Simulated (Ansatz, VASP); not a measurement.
**One calculation of AlCu3, two programs**

```xyz
4
Lattice="3.6852 0.0000 0.0000 0.0000 3.6852 0.0000 0.0000 0.0000 3.6852" Properties=species:S:1:pos:R:3 pbc="T T T"
Cu    0.0000    1.8426    1.8426
Cu    1.8426    0.0000    1.8426
Cu    1.8426    1.8426    0.0000
Al    0.0000    0.0000    0.0000
```

Change from the starting cell: volume scaled by 1.04.

Alike in both runs: task single point; functional PBEsol; k mesh 7 × 7 × 7; occupations fermi-dirac, width 0.05 eV; no spin polarisation.

|  | VASP | Ansatz |
| --- | --- | --- |
| version | VASP 6.6.1 | Ansatz 0.2.0 |
| potentials or method | VASP PAW PBE potentials, release 64 (Cu, Al) | Ansatz PAW |
| plane-wave cutoff (eV) | 520 | 420 |
| valence electrons in the cell | 36 | 60 |

Ansatz gave:

```
gap on the k mesh at the Fermi level (eV) : none
pressure (GPa)                            : -6.1
```

Task: What did VASP give for the same quantities?

Result: gap on the k mesh at the Fermi level (eV): none; pressure (GPa): -5.6.

A gap of «none» marks a metal or a gap that the smearing closes. The two sets of potentials don't hold the same shells in valence.

Caveats: the PAW data sets were made with another functional, which shifts forces and pressure a little (VASP); the PAW data sets come from PBE, with cores solved anew for the run's functional, which leaves a small shift of forces and pressure (Ansatz).
